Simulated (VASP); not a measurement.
# Al2O3 (Corundum) (R-3c) in VASP: further runs

Runs on Al2O3 (Corundum). Level: PBE+D3(BJ). Tasks: single point, relaxation of cell and atoms.

Everything below comes from runs of VASP 6.6.1. Logs are shortened: lines on timing, memory, paths and dates and some standing lists are left out, and cuts for length are marked.

**1. The structure**

Symmetry: R-3c, No. 167, trigonal system. The conventional cell has a = 4.809 Å, b = 4.809 Å, c = 13.123 Å, α = 90.00°, β = 90.00°, γ = 120.00°. Al (site symmetry 3) has 6 O at 1.87 to 1.99 Å as nearest neighbours. Around O (site symmetry 2) lie 4 Al at 1.87 to 1.99 Å.

**2. Single point, PBE+D3(BJ) (relaxed again under DFT PBE+D3(BJ), scalar-relativistic, plane waves, PAW)**

Input file INCAR:

```
SYSTEM = Al2O3
PREC = Accurate
ENCUT = 520
EDIFF = 1E-6
ISMEAR = 0
SIGMA = 0.02
LREAL = .FALSE.
LASPH = .TRUE.
NELM = 100
ALGO = Normal
ISIF = 2
LWAVE = .FALSE.
LCHARG = .FALSE.
GGA = PE
IVDW = 12
NBANDS = 35
```

Input file KPOINTS:

```
Automatic mesh
0
G
  6 6 6
  0 0 0
```

Input file POSCAR:

```
Al2O3
1.0
    2.3899039649      1.3798116975      4.3460232858
   -2.3899039649      1.3798116975      4.3460232858
    0.0000000000     -2.7596233949      4.3460232858
Al O
4 6
Direct
    0.3521006424      0.3521006424      0.3521006424
    0.1478993576      0.1478993576      0.1478993576
    0.6478993576      0.6478993576      0.6478993576
    0.8521006424      0.8521006424      0.8521006424
    0.5564038294      0.9435961706      0.2500000000
    0.2500000000      0.5564038294      0.9435961706
    0.9435961706      0.2500000000      0.5564038294
    0.4435961706      0.0564038294      0.7500000000
    0.7500000000      0.4435961706      0.0564038294
    0.0564038294      0.7500000000      0.4435961706
```

Potentials or basis: VASP PAW PBE potentials, release 64 (Al, O).

The run is started by

```sh
> cat potpaw_PBE.64/Al/POTCAR potpaw_PBE.64/O/POTCAR > POTCAR
> mpirun -np 1 vasp_std > vasp.out
```

OUTCAR:

```text
SYSTEM = Al2O3
   PREC = Accurate
   ENCUT = 520
   EDIFF = 1E-6
   ISMEAR = 0
   LREAL = .FALSE.
   LASPH = .TRUE.
   NELM = 100
   ISIF = 2
   GGA = PE
   IVDW = 12
 IVDW          = 12

 ion  position               nearest neighbor table
   1  0.352  0.352  0.352-   8 1.86  10 1.86   9 1.86   6 1.98   5 1.98   7 1.98   2 2.66   3 2.80
                             3 2.80   3 2.80   2 3.23   2 3.23   2 3.23
   2  0.148  0.148  0.148-   8 1.86   9 1.86  10 1.86   7 1.98   5 1.98   6 1.98   1 2.66   4 2.80
                             4 2.80   4 2.80   1 3.23   1 3.23   1 3.23
   3  0.648  0.648  0.648-   5 1.86   7 1.86   6 1.86   9 1.98   8 1.98  10 1.98   4 2.66   1 2.80
                             1 2.80   1 2.80   4 3.23   4 3.23   4 3.23
   4  0.852  0.852  0.852-   5 1.86   6 1.86   7 1.86  10 1.98   8 1.98   9 1.98   3 2.66   2 2.80
                             2 2.80   2 2.80   3 3.23   3 3.23   3 3.23
   5  0.556  0.944  0.250-   3 1.86   4 1.86   1 1.98   2 1.98
   6  0.250  0.556  0.944-   4 1.86   3 1.86   1 1.98   2 1.98
   7  0.944  0.250  0.556-   3 1.86   4 1.86   2 1.98   1 1.98
   8  0.444  0.056  0.750-   1 1.86   2 1.86   3 1.98   4 1.98
   9  0.750  0.444  0.056-   2 1.86   1 1.86   3 1.98   4 1.98
  10  0.056  0.750  0.444-   1 1.86   2 1.86   4 1.98   3 1.98

  LATTYP: Found a trigonal (rhomboedric) cell.
 ALAT       =     5.1481491512
 COS(alpha) =     0.5689887026

  Lattice vectors:

 A1 = (   2.3899039649,   1.3798116975,   4.3460232858)
 A2 = (  -2.3899039649,   1.3798116975,   4.3460232858)
 A3 = (   0.0000000000,  -2.7596233949,   4.3460232858)

Analysis of symmetry for initial positions (statically):
=====================================================================
 Subroutine PRICEL returns:
 Original cell was already a primitive cell.

 Routine SETGRP: Setting up the symmetry group for a
 trigonal (rhombohedral) supercell.

 Subroutine GETGRP returns: Found 12 space group operations
 (whereof  6 operations were pure point group operations)
 out of a pool of 12 trial point group operations.

The static configuration has the point symmetry S_6 .
 The point group associated with its full space group is D_3d.

Analysis of symmetry for dynamics (positions and initial velocities):
=====================================================================
 Subroutine PRICEL returns:
 Original cell was already a primitive cell.

 Routine SETGRP: Setting up the symmetry group for a
 trigonal (rhombohedral) supercell.

 Subroutine GETGRP returns: Found 12 space group operations
 (whereof  6 operations were pure point group operations)
 out of a pool of 12 trial point group operations.

The dynamic configuration has the point symmetry S_6 .
 The point group associated with its full space group is D_3d.

 Subroutine INISYM returns: Found 12 space group operations
 (whereof  6 operations are pure point group operations),
 and found     1 'primitive' translations
[... 129 lines left out ...]
   IMIX   =      4    mixing-type and parameters
     AMIX     =   0.40;   BMIX     =  1.00
     AMIX_MAG =   1.60;   BMIX_MAG =  1.00
  volume/ion in A,a.u.               =       8.60        58.03
  Fermi-wavevector in a.u.,A,eV,Ry     =   1.347951  2.547258 24.721398  1.816971
  Thomas-Fermi vector in A             =   2.475660
   LORBIT       =      0    0 simple, 1 ext, 2 COOP (PROOUT), +10 PAW based schemes
   GGA     = PE    functional components
   LHFCALC =     F    Hartree Fock is set to
   AEXX    =    0.0000 exact exchange contribution
   IVDW    =    12    specifies the selected vdW correction
   LEPSILON=     F    determine dielectric tensor
   LRPA    =     F    only Hartree local field effects (RPA)
 non-spin polarized calculation
 Gauss-broadening in eV      SIGMA  =   0.02
  energy-cutoff  :      520.00
  volume of cell :       85.99
 maximum number of plane-waves:      2332
 NGX is ok and might be reduce to    40
   NGX = 19   NGY = 19   NGZ = 19

 number of electron      48.0000012 magnetization

 Free energy of the ion-electron system (eV)
  ---------------------------------------------------
  ext. energy  EPLUGINS =         0.00000000
  ---------------------------------------------------
  free energy    TOTEN  =       -74.78906691 eV

  energy without entropy =      -74.78906691  energy(sigma->0) =      -74.78906691

 E-fermi :   6.1853     XC(G=0): -11.6294

 val. band max:        6.0134514357   @ k =   0.0000   0.0000   0.0000
 cond. band min:      12.0857203541   @ k =   0.0000   0.0000   0.0000
 fundamental gap:      6.0722689184
 Fermi energy:         6.1853354921

 k-point     1 :       0.0000    0.0000    0.0000
  band No.  band energies     occupation
      1     -13.1460      2.00000
      2     -10.8527      2.00000
      3     -10.5832      2.00000
      4     -10.5832      2.00000
      5     -10.2703      2.00000
      6     -10.2703      2.00000
[... 901 lines left out ...]
     34      19.3508      0.00000
     35      19.4779      0.00000

 [... further k-points ...]

------------------------ aborting loop because EDIFF is reached ----------------------------------------

 Edisp (eV)   -2.34000

 E8    (eV) :    -0.8836

  FORCE on cell =-STRESS in cart. coord.  units (eV):
  Direction    XX          YY          ZZ          XY          YZ          ZX
  --------------------------------------------------------------------------------------
  -------------------------------------------------------------------------------------
  Total      -0.07522    -0.07522    -0.09669     0.00000    -0.00000     0.00000
  in kB      -1.40151    -1.40151    -1.80158     0.00000    -0.00000     0.00000
  external pressure =       -1.53 kB  Pullay stress =        0.00 kB

 VOLUME and BASIS-vectors are now :
 -----------------------------------------------------------------------------
  energy-cutoff  :      520.00
  volume of cell :       85.99
      direct lattice vectors                 reciprocal lattice vectors
     2.389903965  1.379811698  4.346023286     0.209213428  0.120789429  0.076698469
    -2.389903965  1.379811698  4.346023286    -0.209213428  0.120789429  0.076698469
     0.000000000 -2.759623395  4.346023286     0.000000000 -0.241578857  0.076698469

 POSITION                                       TOTAL-FORCE (eV/Angst)
 -----------------------------------------------------------------------------------
      0.00000      0.00000      4.59071        -0.000000      0.000000      0.003203
      0.00000      0.00000      1.92832        -0.000000     -0.000000     -0.003203
      0.00000      0.00000      8.44736        -0.000000     -0.000000     -0.003203
      0.00000      0.00000     11.10975        -0.000000      0.000000      0.003203
     -0.92535      1.37981      7.60554        -0.000382     -0.000000     -0.000000
     -0.73228     -1.49128      7.60554         0.000191     -0.000331     -0.000000
      1.65763      0.11147      7.60554         0.000191      0.000331     -0.000000
      0.92535     -1.37981      5.43253         0.000382     -0.000000     -0.000000
      0.73228      1.49128      5.43253        -0.000191      0.000331     -0.000000
     -1.65763     -0.11147      5.43253        -0.000191     -0.000331     -0.000000
 -----------------------------------------------------------------------------------
    total drift:                               -0.000000      0.000000     -0.000000

  FREE ENERGIE OF THE ION-ELECTRON SYSTEM (eV)
  ---------------------------------------------------
  free  energy   TOTEN  =       -77.1290642441 eV

  energy  without entropy=      -77.1290642441  energy(sigma->0) =      -77.12906424
```

OSZICAR:

```text
N       E                     dE             d eps       ncg     rms          rms(c)
DAV:   1     0.226939948730E+03    0.22694E+03   -0.25467E+04  2240   0.131E+03
DAV:   2    -0.700560288770E+02   -0.29700E+03   -0.28685E+03  2883   0.287E+02
DAV:   3    -0.827175077431E+02   -0.12661E+02   -0.12617E+02  2896   0.602E+01
DAV:   4    -0.828139647619E+02   -0.96457E-01   -0.96402E-01  2797   0.608E+00
DAV:   5    -0.828151387290E+02   -0.11740E-02   -0.11738E-02  2822   0.669E-01    0.175E+01
DAV:   6    -0.747220652025E+02    0.80931E+01   -0.28358E+01  2716   0.284E+01    0.594E+00
DAV:   7    -0.747659355476E+02   -0.43870E-01   -0.85294E-01  2717   0.456E+00    0.328E+00
DAV:   8    -0.747847130820E+02   -0.18778E-01   -0.87407E-02  2671   0.226E+00    0.685E-01
DAV:   9    -0.747884354951E+02   -0.37224E-02   -0.22035E-02  2909   0.798E-01    0.315E-01
DAV:  10    -0.747891022872E+02   -0.66679E-03   -0.81688E-04  2487   0.170E-01    0.747E-02
DAV:  11    -0.747890643996E+02    0.37888E-04   -0.36436E-04  2829   0.108E-01    0.226E-02
DAV:  12    -0.747890674494E+02   -0.30498E-05   -0.20281E-05  2565   0.269E-02    0.585E-03
DAV:  13    -0.747890669141E+02    0.53538E-06   -0.33822E-06  2773   0.102E-02
   1 F= -.77129064E+02 E0= -.77129064E+02  d E =-.437392E-36
```

stdout:

```text
POSCAR found type information on POSCAR AlO
 POSCAR found :  2 types and      10 ions
 scaLAPACK will be used
 LDA part: xc-table for (Slater+PW92), standard interpolation
 POSCAR, INCAR and KPOINTS ok, starting setup
 FFT: planning ... GRIDC
 FFT: planning ... GRID_SOFT
 FFT: planning ... GRID
 WAVECAR not read
 entering main loop
```

Run time: 69 s. Hardware: 1 thread of Intel Xeon 6975P-C (Granite Rapids), shared host; peak memory 0.26 GiB.

What came out:

- Free energy: -77.1291 eV
- Pressure: -0.2 GPa
- Largest force: 0.003 eV/Å
- Band gap on the k mesh: 6.07 eV, direct
- Dispersion energy per atom: -0.234 eV

Forces in eV/Å, atoms in the order of the input:
```
Al   0.000  0.000  0.003
Al   0.000  0.000 -0.003
Al   0.000  0.000 -0.003
Al   0.000  0.000  0.003
O    0.000  0.000  0.000
O    0.000  0.000  0.000
O    0.000  0.000  0.000
O    0.000  0.000  0.000
O    0.000  0.000  0.000
O    0.000  0.000  0.000
```

A k mesh can miss the band edges.

**3. Relaxation of cell and atoms, PBE+D3(BJ)**

Input file INCAR:

```
PREC = Accurate
ENCUT = 600
EDIFF = 1E-6
ISMEAR = 0
SIGMA = 0.02
LREAL = F
LASPH = T
NELM = 100
ALGO = Fast
ISIF = 3
LWAVE = F
LCHARG = F
GGA = PE
IVDW = 12
IBRION = 2
NSW = 70
EDIFFG = -0.005
```

Input file KPOINTS:

```
regular mesh
0
Gamma
  6 6 6
```

Input file POSCAR:

```
Al2O3
1.0
    2.4043547042      1.3881548357      4.3744984117
   -2.4043547042      1.3881548357      4.3744984117
    0.0000000000     -2.7763096714      4.3744984117
Al O
4 6
Direct
    0.3521453521      0.3521453521      0.3521453521
    0.1478546479      0.1478546479      0.1478546479
    0.6478546479      0.6478546479      0.6478546479
    0.8521453521      0.8521453521      0.8521453521
    0.5561715155      0.9438284845      0.2500000000
    0.2500000000      0.5561715155      0.9438284845
    0.9438284845      0.2500000000      0.5561715155
    0.4438284845      0.0561715155      0.7500000000
    0.7500000000      0.4438284845      0.0561715155
    0.0561715155      0.7500000000      0.4438284845
```

Potentials or basis: VASP PAW PBE potentials, release 64 (Al, O).

The run is started by

```sh
> cat potpaw_PBE.64/Al/POTCAR potpaw_PBE.64/O/POTCAR > POTCAR
> mpirun -np 1 vasp_std > vasp.out
```

Wall time 4.3 min (1 thread of Intel Xeon 6975P-C (Granite Rapids), shared host); peak memory 0.32 GiB.

It converged, with:

```
Free energy                            : -77.1556 eV
Relaxed volume                         : 8.58 Å³/atom
Relaxed cell                           : a = 5.143 Å, b = 5.143 Å, c = 5.143 Å, α = 55.33°, β = 55.33°, γ = 55.33°
Space group after relaxing (to 0.05 Å) : R-3c (No. 167)
Energy gained by relaxing              : 2.7 meV/atom
Ionic steps                            : 7
Pressure after relaxing                : 0.1 GPa
Band gap on the k mesh                 : 6.10 eV, direct
Dispersion energy per atom             : -0.235 eV
```

The path:
```csv
step,energy change (eV),largest force (eV/Å),pressure (GPa),volume (Å³)
1,0.0000,0.0038,-4.79,87.60
2,-0.0076,0.0384,4.27,84.33
3,-0.0273,0.0225,0.01,85.81
4,-0.0273,0.0220,-0.11,85.85
5,-0.0274,0.0011,-0.10,85.84
6,-0.0274,0.0007,-0.12,85.84
7,-0.0274,0.0010,0.07,85.77
```

Final structure:
```yaml
crystal:
  lattice:
    - [2.38806, 1.37875, 4.34163]
    - [-2.38806, 1.37875, 4.34163]
    - [0.00000, -2.75749, 4.34163]
  atoms:
    - { symbol: Al, position: [0.35212, 0.35212, 0.35212] }
    - { symbol: Al, position: [0.14788, 0.14788, 0.14788] }
    - { symbol: Al, position: [0.64788, 0.64788, 0.64788] }
    - { symbol: Al, position: [0.85212, 0.85212, 0.85212] }
    - { symbol: O, position: [0.55640, 0.94360, 0.25000] }
    - { symbol: O, position: [0.25000, 0.55640, 0.94360] }
    - { symbol: O, position: [0.94360, 0.25000, 0.55640] }
    - { symbol: O, position: [0.44360, 0.05640, 0.75000] }
    - { symbol: O, position: [0.75000, 0.44360, 0.05640] }
    - { symbol: O, position: [0.05640, 0.75000, 0.44360] }
```

Levels at points of the mesh, in eV from the valence-band top:
| k point | band 21 | band 22 | band 23 | band 24 | band 25 | band 26 | band 27 | band 28 |
| --- | --- | --- | --- | --- | --- | --- | --- | --- |
| (0.00, 0.00, 0.00) | -0.49 | -0.05 | -0.05 | 0.00 | 6.10 | 9.06 | 10.63 | 11.46 |
| (0.50, 0.00, 0.00) | -0.90 | -0.90 | -0.27 | -0.27 | 9.37 | 9.37 | 9.55 | 9.55 |
| (0.50, 0.50, 0.00) | -1.01 | -0.91 | -0.73 | -0.25 | 9.59 | 9.61 | 9.83 | 10.32 |
| (0.50, 0.50, 0.50) | -0.38 | -0.38 | -0.38 | -0.38 | 8.57 | 8.57 | 11.02 | 11.02 |

A k mesh can miss the band edges.
